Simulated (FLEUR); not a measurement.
# CdTe (F-43m) in FLEUR: further runs, part 2 of 2

FLEUR MaX-R8.1 (patched build s14).

## (3) Equation of state, PBEsol, 30.95 Å³/atom (volume scaled by 0.94)

Changes to inp.xml since step 2:

```diff
@@ -24,3 +24,3 @@
       <xi:include xmlns:xi="http://www.w3.org/2001/XInclude" href="sym.xml"> </xi:include>
-      <bulkLattice scale="1.0">
+      <bulkLattice scale="0.9795861087">
          <bravaisMatrix>
@@ -34,3 +34,3 @@
       <species name="Tellurium (Te)" element="Te" atomicNumber="52">
-         <mtSphere radius="2.3" gridPoints="761" logIncrement="0.017"/>
+         <mtSphere radius="2.23" gridPoints="761" logIncrement="0.017"/>
          <atomicCutoffs lmax="9" lnonsphr="7"/>
@@ -51,3 +51,3 @@
       <species name="Cadmium (Cd)" element="Cd" atomicNumber="48">
-         <mtSphere radius="2.56" gridPoints="847" logIncrement="0.015"/>
+         <mtSphere radius="2.48" gridPoints="847" logIncrement="0.015"/>
          <atomicCutoffs lmax="10" lnonsphr="8"/>
```

Potentials or basis: all-electron, FLAPW.

On the command line:

```
$ inpgen -f crystal.txt -profile fastHighL
$ # inp.xml edited to the form shown
$ fleur
```

Wall time 34 s (1 thread of Intel Xeon at 2.60GHz (Ice Lake), shared host); peak memory 0.09 GiB.

The run converged. Its results:

```yaml
Free_energy: -337078.6545 eV
Band_gap_on_the_k_mesh: 0.94 eV, direct
Valence_electrons_inside_the_program's_atomic_spheres: Te 18.85; Cd 18.48 (radii Te 2.23, Cd 2.48 bohr)
```

Caveat: the plane-wave cutoff is short for the semicore states, which can make moduli rough; spin-orbit coupling is left out, which moves the levels of the heavy elements.

## (4) Equation of state, PBEsol, 31.60 Å³/atom (volume scaled by 0.96)

Changes to inp.xml since step 3:

```diff
@@ -24,3 +24,3 @@
       <xi:include xmlns:xi="http://www.w3.org/2001/XInclude" href="sym.xml"> </xi:include>
-      <bulkLattice scale="0.9795861087">
+      <bulkLattice scale="0.9864848297">
          <bravaisMatrix>
```

On the command line:

```
$ inpgen -f crystal.txt -profile fastHighL
$ # inp.xml edited to the form shown
$ fleur
```

Run time: 35 s. Hardware: 1 thread of Intel Xeon at 2.60GHz (Ice Lake), shared host; peak memory 0.09 GiB.

Results (log left out):

* Free energy: -337078.6896 eV
* Band gap on the k mesh: 0.88 eV, direct
* Valence electrons inside the program's atomic spheres: Te 18.84; Cd 18.46 (radii Te 2.23, Cd 2.48 bohr)

Caveat: the plane-wave cutoff is short for the semicore states, which can make moduli rough; spin-orbit coupling is left out, which moves the levels of the heavy elements.

## (5) Equation of state, PBEsol, 32.92 Å³/atom

Changes to inp.xml since step 4:

```diff
@@ -24,3 +24,3 @@
       <xi:include xmlns:xi="http://www.w3.org/2001/XInclude" href="sym.xml"> </xi:include>
-      <bulkLattice scale="0.9864848297">
+      <bulkLattice scale="1.0000000000">
          <bravaisMatrix>
```

On the command line:

```
$ inpgen -f crystal.txt -profile fastHighL
$ # inp.xml edited to the form shown
$ fleur
```

It took 37 s on 1 thread of Intel Xeon at 2.60GHz (Ice Lake), shared host; peak memory 0.09 GiB.

It converged, with:

| Property | Result |
| --- | --- |
| Free energy | -337078.7344 eV |
| Band gap on the k mesh | 0.75 eV, direct |
| Valence electrons inside the program's atomic spheres | Te 18.82; Cd 18.43 (radii Te 2.23, Cd 2.48 bohr) |

Caveat: the plane-wave cutoff is short for the semicore states, which can make moduli rough; spin-orbit coupling is left out, which moves the levels of the heavy elements.

## (6) Equation of state, PBEsol, 34.24 Å³/atom (volume scaled by 1.04)

Changes to inp.xml since step 5:

```diff
@@ -24,3 +24,3 @@
       <xi:include xmlns:xi="http://www.w3.org/2001/XInclude" href="sym.xml"> </xi:include>
-      <bulkLattice scale="1.0000000000">
+      <bulkLattice scale="1.0131594038">
          <bravaisMatrix>
```

Potentials or basis: all-electron, FLAPW.

On the command line:

```
$ inpgen -f crystal.txt -profile fastHighL
$ # inp.xml edited to the form shown
$ fleur
```

It took 40 s on 1 thread of Intel Xeon at 2.60GHz (Ice Lake), shared host; peak memory 0.09 GiB.

The run converged. Its results:

| Property | Result |
| --- | --- |
| Free energy | -337078.7466 eV |
| Band gap on the k mesh | 0.64 eV, direct |
| Valence electrons inside the program's atomic spheres | Te 18.81; Cd 18.39 (radii Te 2.23, Cd 2.48 bohr) |

Caveat: the plane-wave cutoff is short for the semicore states, which can make moduli rough; spin-orbit coupling is left out, which moves the levels of the heavy elements.

## (7) Equation of state, PBEsol, 34.90 Å³/atom (volume scaled by 1.06)

Changes to inp.xml since step 6:

```diff
@@ -24,3 +24,3 @@
       <xi:include xmlns:xi="http://www.w3.org/2001/XInclude" href="sym.xml"> </xi:include>
-      <bulkLattice scale="1.0131594038">
+      <bulkLattice scale="1.0196128224">
          <bravaisMatrix>
```

On the command line:

```
$ inpgen -f crystal.txt -profile fastHighL
$ # inp.xml edited to the form shown
$ fleur
```

Wall time 40 s (1 thread of Intel Xeon at 2.60GHz (Ice Lake), shared host); peak memory 0.09 GiB.

It converged, with:

| Quantity | Value |
| --- | --- |
| Free energy | -337078.7415 eV |
| Band gap on the k mesh | 0.58 eV, direct |
| Valence electrons inside the program's atomic spheres | Te 18.80; Cd 18.38 (radii Te 2.23, Cd 2.48 bohr) |

Caveat: the plane-wave cutoff is short for the semicore states, which can make moduli rough; spin-orbit coupling is left out, which moves the levels of the heavy elements.

## (8) Equation of state, PBEsol

This step only gathers the single runs of the series.

What came out:

| Property | Result |
| --- | --- |
| Equilibrium volume | 34.11 Å³/atom (rough: see the caveat) |
| Bulk modulus | 47 GPa (rough) |

Energy against volume, from the lowest point:
```
volume (Å³/atom)  energy (meV/atom)
          30.947              46.05
          31.605              28.49
          32.922               6.09
          34.239               0.00
          34.897               2.54
```

Caveat: the fit is doubtful: noisy points or a state that changes with volume; the plane-wave cutoff is short for the semicore states, which can make moduli rough. The run has no spin-orbit coupling, so splittings on Te are missing.

## (9) How close it comes

Step 2. Measured gap of CdTe: 1.607 eV (0 K; a printed reference work, data compilation). This calculation gives 0.75 eV (-0.85 eV). Spin-orbit coupling on Cd, Te is left out. The value is that of PBEsol, without temperature or zero-point motion. Semilocal functionals fall short of measured gaps as a rule.
